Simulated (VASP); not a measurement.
# SiC (Moissanite 3C) (F-43m) in VASP: notebook

One crystal, SiC (Moissanite 3C), is run at these levels: PBE, revPBE, BLYP, PW91, AM05; tasks: single point, relaxation of cell and atoms.

All numbers are computed with VASP 6.6.1; they aren't measurements. Logs are shortened: lines on timing, memory, paths and dates and some standing lists are left out, and cuts for length are marked.

**The experiment to reproduce.**

From “Insight into the structural, elastic and electronic properties of a new orthorhombic 6O-SiC polytype”, 2020, pmc:7200658, for a bulk crystal of SiC: band gap 2.4 eV (indirect).

How close the calculation comes is told below.

### 1 Starting point

It takes space group F-43m (No. 216, cubic). The conventional cell has a = 4.358 Å, b = 4.358 Å, c = 4.358 Å, α = 90.00°, β = 90.00°, γ = 90.00°. Around Si (site symmetry -43m) lie 4 C at 1.89 Å. C (site symmetry -43m) is surrounded by 4 Si at 1.89 Å.

### 2 Single point, PBE

INCAR

```
PREC     = Accurate       # precision mode
ENCUT    = 520            # plane-wave cutoff, eV
EDIFF    = 1E-6           # SCF threshold, eV
ISMEAR   = 0              # smearing method
SIGMA    = 0.011          # smearing width, eV
LREAL    = F              # projectors in reciprocal space
LASPH    = T              # aspherical terms in the spheres
NELM     = 60             # most SCF steps
ALGO     = Normal         # electronic algorithm
ISIF     = 2              # what is computed and relaxed
LWAVE    = F              # write WAVECAR
LCHARG   = F              # write CHGCAR
GGA      = PE             # functional
NBANDS   = 11             # bands
```

KPOINTS

```
Automatic mesh
0
Gamma
  10 10 10
```

POSCAR

```
SiC
1.0
    0.0000000000      2.1790000000      2.1790000000
    2.1790000000      0.0000000000      2.1790000000
    2.1790000000      2.1790000000      0.0000000000
Si C
1 1
Direct
    0.0000000000      0.0000000000      0.0000000000
    0.7500000000      0.7500000000      0.7500000000
```

Potentials or basis: VASP PAW PBE potentials, release 64 (Si, C).

Command:

```
> cat potpaw_PBE.64/Si/POTCAR potpaw_PBE.64/C/POTCAR > POTCAR
> mpirun -np 1 vasp_std > vasp.out
```

OUTCAR:

```text
PREC = Accurate
   ENCUT = 520
   EDIFF = 1E-6
   ISMEAR = 0
   LREAL = F
   LASPH = T
   NELM = 60
   ISIF = 2
   GGA = PE

 ion  position               nearest neighbor table
   1  0.000  0.000  0.000-   2 1.89   2 1.89   2 1.89   2 1.89
   2  0.750  0.750  0.750-   1 1.89   1 1.89   1 1.89   1 1.89

  LATTYP: Found a face centered cubic cell.
 ALAT       =     4.3580000000

  Lattice vectors:

 A1 = (   0.0000000000,   2.1790000000,   2.1790000000)
 A2 = (   2.1790000000,   0.0000000000,   2.1790000000)
 A3 = (   2.1790000000,   2.1790000000,   0.0000000000)

Analysis of symmetry for initial positions (statically):
=====================================================================
 Subroutine PRICEL returns:
 Original cell was already a primitive cell.

 Routine SETGRP: Setting up the symmetry group for a
 face centered cubic supercell.

 Subroutine GETGRP returns: Found 24 space group operations
 (whereof 24 operations were pure point group operations)
 out of a pool of 48 trial point group operations.

The static configuration has the point symmetry T_d .

Analysis of symmetry for dynamics (positions and initial velocities):
=====================================================================
 Subroutine PRICEL returns:
 Original cell was already a primitive cell.

 Routine SETGRP: Setting up the symmetry group for a
 face centered cubic supercell.

 Subroutine GETGRP returns: Found 24 space group operations
 (whereof 24 operations were pure point group operations)
 out of a pool of 48 trial point group operations.

The dynamic configuration has the point symmetry T_d .

 Subroutine INISYM returns: Found 24 space group operations
 (whereof 24 operations are pure point group operations),
 and found     1 'primitive' translations

----------------------------------------------------------------------------------------

                                     Primitive cell

  volume of cell :      20.6920

  direct lattice vectors                    reciprocal lattice vectors
     0.000000000  2.179000000  2.179000000    -0.229463056  0.229463056  0.229463056
     2.179000000  0.000000000  2.179000000     0.229463056 -0.229463056  0.229463056
     2.179000000  2.179000000  0.000000000     0.229463056  0.229463056 -0.229463056

  length of vectors
     3.081571352  3.081571352  3.081571352     0.397441672  0.397441672  0.397441672

  position of ions in fractional coordinates (direct lattice)
     0.000000000  0.000000000  0.000000000
     0.750000000  0.750000000  0.750000000

  ion indices of the primitive-cell ions
   primitive index   ion index
                 1           1
                 2           2

----------------------------------------------------------------------------------------

 KPOINTS: Automatic mesh

Automatic generation of k-mesh.
 Grid dimensions read from file:
 generate k-points for:   10   10   10

 Generating k-lattice:

  Cartesian coordinates                     Fractional coordinates (reciprocal lattice)
    -0.022946306  0.022946306  0.022946306     0.100000000  0.000000000  0.000000000
     0.022946306 -0.022946306  0.022946306     0.000000000  0.100000000  0.000000000
     0.022946306  0.022946306 -0.022946306     0.000000000  0.000000000  0.100000000

  Length of vectors
     0.039744167  0.039744167  0.039744167

  Shift w.r.t. Gamma in fractional coordinates (k-lattice)
     0.000000000  0.000000000  0.000000000

 Subroutine IBZKPT returns following result:
 ===========================================

 Found     47 irreducible k-points:

 Following reciprocal coordinates:
            Coordinates               Weight
  0.000000  0.000000  0.000000      1.000000
  0.100000  0.000000  0.000000      8.000000
  0.200000  0.000000  0.000000      8.000000
  0.300000  0.000000  0.000000      8.000000
  0.400000  0.000000  0.000000      8.000000
  0.500000  0.000000  0.000000      4.000000
[... 16 lines left out ...]
  0.300000  0.300000  0.000000      6.000000
  0.400000  0.300000  0.000000     24.000000
 [... further k-points ...]
   k-points           NKPTS =     47   k-points in BZ     NKDIM =     47   number of bands    NBANDS=     11
   number of dos      NEDOS =    301   number of ions     NIONS =      2
   total plane-waves  NPLWV =  13824
   dimension x,y,z NGX =    24 NGY =   24 NGZ =   24
   dimension x,y,z NGXF=    48 NGYF=   48 NGZF=   48
   ions per type =               1   1
   NGX,Y,Z   is equivalent  to a cutoff of  12.95, 12.95, 12.95 a.u.
   NGXF,Y,Z  is equivalent  to a cutoff of  25.90, 25.90, 25.90 a.u.
 SYSTEM =  unknown system
   PREC   = accura    normal or accurate (medium, high low for compatibility)
   ISTART =      0    job   : 0-new  1-cont  2-samecut
   ICHARG =      2    charge: 1-file 2-atom 10-const
   ISPIN  =      1    spin polarized calculation?
   LNONCOLLINEAR =      F non collinear calculations
   LSORBIT =      F    spin-orbit coupling
   LASPH  =      T    aspherical Exc in radial PAW
   ENCUT  =  520.0 eV  38.22 Ry    6.18 a.u.   5.73  5.73  5.73*2*pi/ulx,y,z
   NELM   =     60;   NELMIN=  2; NELMDL= -5     # of ELM steps
   EDIFF  = 0.1E-05   stopping-criterion for ELM
   LREAL  =      F    real-space projection
   EDIFFG = 0.1E-04   stopping-criterion for IOM
   NSW    =      0    number of steps for IOM
   IBRION =     -1    ionic relax: 0-MD 1-quasi-New 2-CG
   NFREE  =      0    steps in history (QN), initial steepest desc. (CG)
   ISIF   =      2    stress and relaxation
   ISYM   =      2    0-nonsym 1-usesym 2-fastsym
   POTIM  = 0.5000    time-step for ionic-motion
   TEBEG  =    0.0;   TEEND  =   0.0 temperature during run
   PSTRESS=    0.0 pullay stress
   NELECT =       8.0000    total number of electrons
   NUPDOWN=      -1.0000    fix difference up-down
   EMIN   =  10.00;   EMAX   =-10.00  energy-range for DOS
   EFERMI =   0.00;   METHOD = LEGACY
   ISMEAR =     0;   SIGMA  =   0.01  broadening in eV -4-tet -1-fermi 0-gaus
   EFERMI_NEDOS =   21; number of points for ismear=-14 and -15
   IALGO  =     38    algorithm
   IMIX   =      4    mixing-type and parameters
     AMIX     =   0.40;   BMIX     =  1.00
     AMIX_MAG =   1.60;   BMIX_MAG =  1.00
  volume/ion in A,a.u.               =      10.35        69.82
  Fermi-wavevector in a.u.,A,eV,Ry     =   1.192626  2.253736 19.352338  1.422357
  Thomas-Fermi vector in A             =   2.328660
   LORBIT       =      0    0 simple, 1 ext, 2 COOP (PROOUT), +10 PAW based schemes
   GGA     = PE    functional components
   LHFCALC =     F    Hartree Fock is set to
   AEXX    =    0.0000 exact exchange contribution
   IVDW    =     0    specifies the selected vdW correction
   LEPSILON=     F    determine dielectric tensor
   LRPA    =     F    only Hartree local field effects (RPA)
 non-spin polarized calculation
 Gauss-broadening in eV      SIGMA  =   0.01
  energy-cutoff  :      520.00
  volume of cell :       20.69
 maximum number of plane-waves:       568
   NGX = 11   NGY = 11   NGZ = 11

 number of electron       8.0000001 magnetization

 Free energy of the ion-electron system (eV)
  ---------------------------------------------------
  ext. energy  EPLUGINS =         0.00000000
  ---------------------------------------------------
  free energy    TOTEN  =       -15.05771943 eV

  energy without entropy =      -15.05771943  energy(sigma->0) =      -15.05771943

 E-fermi :   8.1673     XC(G=0): -11.3563

 val. band max:        8.1069799238   @ k =   0.0000   0.0000   0.0000
 cond. band min:       9.4638051005   @ k =   0.5000   0.5000   0.0000
 fundamental gap:      1.3568251768
 Fermi energy:         8.1672910508

 k-point     1 :       0.0000    0.0000    0.0000
  band No.  band energies     occupation
      1      -7.2963      2.00000
      2       8.1070      2.00000
      3       8.1070      2.00000
      4       8.1070      2.00000
      5      14.3408      0.00000
      6      15.4143      0.00000
      7      15.4143      0.00000
      8      15.4143      0.00000
      9      22.6135      0.00000
     10      22.6135      0.00000
     11      24.5874      0.00000

 k-point     2 :       0.1000    0.0000    0.0000
  band No.  band energies     occupation
      1      -7.1010      2.00000
      2       7.0986      2.00000
      3       7.9733      2.00000
      4       7.9733      2.00000
      5      14.6020      0.00000
      6      15.6576      0.00000
      7      15.6576      0.00000
      8      15.6889      0.00000
      9      21.6672      0.00000
     10      21.6672      0.00000
     11      24.3907      0.00000

 k-point     3 :       0.2000    0.0000    0.0000
  band No.  band energies     occupation
      1      -6.5236      2.00000
      2       4.9795      2.00000
      3       7.6666      2.00000
      4       7.6666      2.00000
      5      14.3119      0.00000
      6      16.0169      0.00000
      7      16.0169      0.00000
      8      16.8901      0.00000
      9      21.0035      0.00000
     10      21.0035      0.00000
     11      23.5026      0.00000

 k-point     4 :       0.3000    0.0000    0.0000
  band No.  band energies     occupation
      1      -5.5998      2.00000
      2       2.6675      2.00000
      3       7.3506      2.00000
      4       7.3506      2.00000
      5      13.9027      0.00000
      6      15.8792      0.00000
      7      15.8792      0.00000
      8      17.8630      0.00000
      9      21.8246      0.00000
     10      21.8246      0.00000
     11      23.2385      0.00000
[... 239 lines left out ...]
 k-point    22 :      -0.2000    0.2000    0.0000
  band No.  band energies     occupation
      1      -5.2899      2.00000
      2       3.3070      2.00000
      3       4.8905      2.00000
      4       7.4598      2.00000
      5      14.6693      0.00000
      6      16.1136      0.00000
      7      16.4854      0.00000
      8      17.2674      0.00000
      9      19.6347      0.00000
     10      23.5314      0.00000
     11      27.2644      0.00000

 k-point    23 :       0.3000    0.3000    0.0000
  band No.  band energies     occupation
      1      -5.0240      2.00000
      2       3.7491      2.00000
      3       5.7448      2.00000
      4       5.7448      2.00000
      5      11.2751      0.00000
      6      13.7201      0.00000
      7      19.6413      0.00000
      8      19.6413      0.00000
      9      20.5206      0.00000
     10      25.1981      0.00000
     11      29.7896      0.00000

 k-point    24 :       0.4000    0.3000    0.0000
  band No.  band energies     occupation
      1      -4.1553      2.00000
      2       2.5270      2.00000
      3       4.9559      2.00000
      4       5.4825      2.00000
      5      10.9767      0.00000
      6      13.7315      0.00000
      7      19.7291      0.00000
      8      20.0393      0.00000
      9      21.8759      0.00000
     10      26.1840      0.00000
     11      29.3669      0.00000

 [... further k-points ...]

------------------------ aborting loop because EDIFF is reached ----------------------------------------

  FORCE on cell =-STRESS in cart. coord.  units (eV):
  Direction    XX          YY          ZZ          XY          YZ          ZX
  --------------------------------------------------------------------------------------
  -------------------------------------------------------------------------------------
  Total        0.4149903      0.4149903      0.4149903     -0.0000000      0.0000000     -0.0000000
  in kB       32.1326722     32.1326722     32.1326722     -0.0000000      0.0000000     -0.0000000
  external PRESSURE =      32.1326722 kB  Pullay stress =       0.0000000 kB

 VOLUME and BASIS-vectors are now :
 -----------------------------------------------------------------------------
  energy-cutoff  :      520.00
  volume of cell :       20.69
      direct lattice vectors                 reciprocal lattice vectors
     0.000000000  2.179000000  2.179000000    -0.229463056  0.229463056  0.229463056
     2.179000000  0.000000000  2.179000000     0.229463056 -0.229463056  0.229463056
     2.179000000  2.179000000  0.000000000     0.229463056  0.229463056 -0.229463056

 POSITION                                       TOTAL-FORCE (eV/Angst)
 -----------------------------------------------------------------------------------
      0.00000      0.00000      0.00000         0.000000      0.000000      0.000000
      3.26850      3.26850      3.26850        -0.000000     -0.000000     -0.000000
 -----------------------------------------------------------------------------------
    total drift:                               -0.000000     -0.000000     -0.000000

  FREE ENERGIE OF THE ION-ELECTRON SYSTEM (eV)
  ---------------------------------------------------
  free  energy   TOTEN  =       -15.0577194287 eV

  energy  without entropy=      -15.0577194287  energy(sigma->0) =      -15.05771943
```

Wall time 8.9 s (1 thread of Intel Xeon Platinum 8375C at 2.90GHz (Ice Lake), shared host); peak memory 0.13 GiB.

Results:

```
Free energy            : -15.0577 eV
Pressure               : 3.2 GPa
Band gap on the k mesh : 1.36 eV, indirect (least direct gap 4.54 eV)
```

### 3 Relaxation of cell and atoms, revPBE

INCAR

```
SYSTEM = SiC
PREC = Accurate
ENCUT = 600
EDIFF = 1E-6
ISMEAR = -1
SIGMA = 0.05
LREAL = .False.
LASPH = .True.
NELM = 60
ALGO = Normal
ISIF = 3
LWAVE = .False.
LCHARG = .False.
GGA = RE
IBRION = 2
NSW = 40
EDIFFG = -0.01
```

KPOINTS

```
regular mesh
0
Gamma
  10 10 10
  0 0 0
```

POSCAR is that of step 2.

Potentials or basis: VASP PAW PBE potentials, release 64 (Si, C).

Command:

```
> cat potpaw_PBE.64/Si/POTCAR potpaw_PBE.64/C/POTCAR > POTCAR
> mpirun -np 1 vasp_std > vasp.out
```

Wall time 25 s (1 thread of Intel Xeon Platinum 8375C at 2.90GHz (Ice Lake), shared host); peak memory 0.15 GiB.

It converged, with:

| Item | Value |
| --- | --- |
| Free energy | -14.4525 eV |
| Relaxed volume | 10.60 Å³/atom |
| Relaxed cell | a = 3.106 Å, b = 3.106 Å, c = 3.106 Å, α = 60.00°, β = 60.00°, γ = 60.00° |
| Space group after relaxing (to 0.05 Å) | F-43m (No. 216) |
| Energy gained by relaxing | 3.9 meV/atom |
| Ionic steps | 3 |
| Pressure after relaxing | 0.0 GPa |
| Band gap on the k mesh | 1.38 eV, indirect (least direct gap 4.51 eV) |

Step by step:
```
step  energy change (eV)  largest force (eV/Å)  pressure (GPa)  volume (Å³)
   1              0.0000                0.0000            5.18        20.69
   2              0.0000                0.0000           -4.77        21.71
   3             -0.0079                0.0000            0.00        21.19
```

Final structure:
```xyz
2
Lattice="0.0000 2.1964 2.1964 2.1964 0.0000 2.1964 2.1964 2.1964 0.0000" Properties=species:S:1:pos:R:3 pbc="T T T"
Si    0.0000    0.0000    0.0000
C     3.2946    3.2946    3.2946
```

Levels at points of the mesh, in eV from the valence-band top:
```csv
k point,band 1,band 2,band 3,band 4,band 5,band 6,band 7,band 8
"(0.00, 0.00, 0.00)",-15.23,0.00,0.00,0.00,5.96,7.18,7.18,7.18
"(0.50, 0.00, 0.00)",-11.77,-8.39,-1.04,-1.04,5.25,7.15,7.15,9.97
"(0.50, 0.50, 0.00)",-10.35,-7.70,-3.13,-3.13,1.38,4.29,13.81,13.81
```

Caveat: the PAW data sets were made with another functional, which shifts forces and pressure a little. Zero-point motion and thermal expansion aren't in these numbers.

### 4 Relaxation of cell and atoms, BLYP

INCAR

```
SYSTEM = SiC
AGGAC = 1.0 ; AGGAX = 1.0
ALDAC = 0.0 ; ALDAX = 1.0
ALGO = Normal ; EDIFF = 1E-6
EDIFFG = -0.02 ; ENCUT = 600
GGA = B5 ; IBRION = 2
ISIF = 3 ; ISMEAR = -1
LASPH = .True. ; LCHARG = .False.
LREAL = .False. ; LWAVE = .False.
NELM = 100 ; NSW = 60
PREC = Accurate ; SIGMA = 0.05
```

KPOINTS

```
k-points
0
Gamma
  10 10 10
  0 0 0
```

POSCAR is that of step 3.

Command:

```
> cat potpaw_PBE.64/Si/POTCAR potpaw_PBE.64/C/POTCAR > POTCAR
> mpirun -np 1 vasp_std > vasp.out
```

It took 33 s on 1 thread of Intel Xeon Platinum 8375C at 2.90GHz (Ice Lake), shared host; peak memory 0.15 GiB.

It converged, with:

| Quantity | Value |
| --- | --- |
| Free energy | -13.6679 eV |
| Relaxed volume | 10.76 Å³/atom |
| Relaxed cell | a = 3.122 Å, b = 3.122 Å, c = 3.122 Å, α = 60.00°, β = 60.00°, γ = 60.00° |
| Space group after relaxing (to 0.05 Å) | F-43m (No. 216) |
| Energy gained by relaxing | 10.3 meV/atom |
| Ionic steps | 3 |
| Pressure after relaxing | 0.0 GPa |
| Band gap on the k mesh | 1.73 eV, indirect (least direct gap 4.79 eV) |

The path:
| step | energy change (eV) | largest force (eV/Å) | pressure (GPa) | volume (Å³) |
| --- | --- | --- | --- | --- |
| 1 | 0.0000 | 0.0000 | 8.29 | 20.69 |
| 2 | -0.0027 | 0.0000 | -6.79 | 22.34 |
| 3 | -0.0206 | 0.0000 | -0.03 | 21.52 |

Final structure:
```yaml
crystal:
  lattice:
    - [0.00000, 2.20772, 2.20772]
    - [2.20772, 0.00000, 2.20772]
    - [2.20772, 2.20772, 0.00000]
  atoms:
    - { symbol: Si, position: [0.00000, 0.00000, 0.00000] }
    - { symbol: C, position: [0.75000, 0.75000, 0.75000] }
```

Levels at points of the mesh, in eV from the valence-band top:
```csv
k point,band 1,band 2,band 3,band 4,band 5,band 6,band 7,band 8
"(0.00, 0.00, 0.00)",-14.97,0.00,0.00,0.00,5.94,7.12,7.12,7.12
"(0.50, 0.00, 0.00)",-11.60,-8.17,-1.04,-1.04,5.20,7.24,7.24,10.11
"(0.50, 0.50, 0.00)",-10.19,-7.60,-3.06,-3.06,1.73,4.40,13.62,13.62
```

Caveat: the PAW data sets were made with another functional, which shifts forces and pressure a little. BLYP gives volumes clearly too large for solids.

(Continued in part 2 of 2.)
